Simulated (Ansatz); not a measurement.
Ansatz input

```yaml
crystal:
  lattice:
    - [-2.0947385307, 1.9434246193, 1.3815446353]
    - [1.9434246193, -2.0947385307, 1.3815446353]
    - [2.65401281, 2.65401281, -1.6586763412]
  atoms:
    - { symbol: Cr, position: [0.9874097015, 0.0125902985, 1.0], spin: 3.025 }
    - { symbol: Cr, position: [0.7625902985, 0.2374097015, 0.5], spin: -3.025 }
hamiltonian:
  xc: r2scan
  pseudopotentials:
    kind: paw
    azcp:
      Cr: "pseudopotentials/Cr.paw.azcp"
basis:
  ecutwfc: 500
  fft_grid_basis: typed
kpoints:
  mp_grid: { grid: [15, 15, 10], shift: [0, 0, 0] }
magnetization:
  spin_polarized: true
scf:
  occupations: { method: fermi_dirac, width: 0.05 }
  lower_state_search: "off"
output:
  stress: true
  write_density: true
  write_potential: true
  elf: true
  volumetric_format: npy
```

and its output:

```
Engine: ansatz 0.2.0, x86_64-unknown-linux-gnu
Pseudopotentials: kind: paw
Pseudopotential: Cr, paw, valence charge 14, recommended cutoff 500 eV (meta_gga) 
Functional definition: r2SCAN
  parameter k0 = 0.174
  parameter k1 = 0.065
  parameter a1 = 4.9479
  exchange = r2scan_x(k0 = k0, k1 = k1, a1 = a1)
  correlation = r2scan_c
Crystal: 2 atoms, lattice volume = 28.599 Å³
Basis set: ecut = 500 eV, 731 PW (Γ), exchange–correlation on 96×96×120 points (64 copies of the dense FFT grid, shifted against one another)
Bands: 22, of which v1, the nominal top of the filled ones, is band 14 counted from 1 (13 counted from 0)
Symmetry: 2 space group operations
Space group: C2 (ITA 5), of the structure as read, at distance tolerance 3.1e-5 Å
Magnetic group: BNS 15.88 (UNI 95), of the structure as read, at distance tolerance 3.1e-5 Å
k-points: 608 of 2250 (time reversal used)
Non-local potential: Cr, projectors of the file, l = 0: 3, l = 1: 2, l = 2: 3, l = 3: 1
PAW form: soft (Blöchl's): semilocal exchange-correlation on the pseudo side does not see the compensation charge
PAW frozen core: Cr, regenerated for the run's functional (the file was generated under x = pbe(κ = 0.804, μ = 0.2195149727645171), c = pbe(β = 0.06672455060314922))
PAW one-centre angular grid: Cr, 590 points (default); XC on 160 Gauss nodes
Initial density: superposition of atomic densities (chi_scale 0.1, normalization cell)
Starting moments: Σ|m| = 6.05 μB on 2 of 2 sites
Starting magnetic order: antiferromagnet; an inversion exchanges its spin sublattices: spin-degenerate at every k-point
Initial wavefunctions: pseudopotential atomic-orbital guess
Functional: x = r2scan, c = r2scan; τ floored in thin density (d = 2e-4 eV/Å³)
SCF iter   1: F=-6760.202370 eV  HF=-6765.528603 eV  |F-HF|=5.33e0  |Δ(HF+E_count)|=         —  Δρ=8.86e-2 (↑8.86e-2 ↓8.86e-2)  dr2=7.04e0  dr2_τ=3.34e-2  dr2_m=2.48e-1  M=-0.000 μB ∫|m|=4.676 μB  β_m=0.30  ethr=3.10e-3  ⟨swp⟩=4.0  Hψ=99548  notcnv=0
SCF iter   2: F=-6763.428568 eV  HF=-6764.062059 eV  |F-HF|=6.33e-1  |Δ(HF+E_count)|=    1.47e0  Δρ=3.71e-2 (↑3.71e-2 ↓3.71e-2)  dr2=1.51e0  dr2_τ=1.54e-2  dr2_m=8.28e-3  M=-0.000 μB ∫|m|=5.322 μB  β_m=0.30  ethr=3.10e-3  ⟨swp⟩=2.4  Hψ=61898  notcnv=0  defer=2338
Mixer restart at iter 2: flushing history
spin-set hold released at iteration 2 (the charge has settled, or the pull on large starting moments outlasts its swing): the magnetisation degrees of freedom join the quasi-Newton model from the next iteration; the mixer history was flushed
SCF iter   3: F=-6764.066093 eV  HF=-6764.001944 eV  |F-HF|=6.41e-2  |Δ(HF+E_count)|=   6.01e-2  Δρ=2.57e-2 (↑2.57e-2 ↓2.57e-2)  dr2=1.21e-1  dr2_τ=6.85e-3  dr2_m=1.27e-1  M=0.000 μB ∫|m|=5.694 μB  β_m=0.30  ethr=3.10e-3  ⟨swp⟩=2.4  Hψ=51039  notcnv=0  defer=2344  κ⁻¹=1.0e0(r=1)
SCF iter   4: F=-6764.101028 eV  HF=-6764.055615 eV  |F-HF|=4.54e-2  |Δ(HF+E_count)|=   5.37e-2  Δρ=2.25e-2 (↑2.25e-2 ↓2.25e-2)  dr2=3.84e-2  dr2_τ=3.53e-3  dr2_m=1.13e-1  M=-0.000 μB ∫|m|=5.831 μB  β_m=0.30  ethr=4.31e-4  ⟨swp⟩=2.0  Hψ=40560  notcnv=0  defer=2334  κ⁻¹=1.2e-2(r=2)
SCF iter   5: F=-6764.148248 eV  HF=-6764.140841 eV  |F-HF|=7.41e-3  |Δ(HF+E_count)|=   8.52e-2  Δρ=1.17e-2 (↑1.17e-2 ↓1.16e-2)  dr2=1.11e-2  dr2_τ=7.62e-4  dr2_m=3.28e-2  M=0.000 μB ∫|m|=6.188 μB  β_m=0.30  ethr=1.37e-4  ⟨swp⟩=2.5  Hψ=54751  notcnv=0  defer=2334  κ⁻¹=1.3e-3(r=3)
Error: SIGTERM received: cancelled by the caller after 5 completed SCF iterations
```

The run was cut off at its time limit.
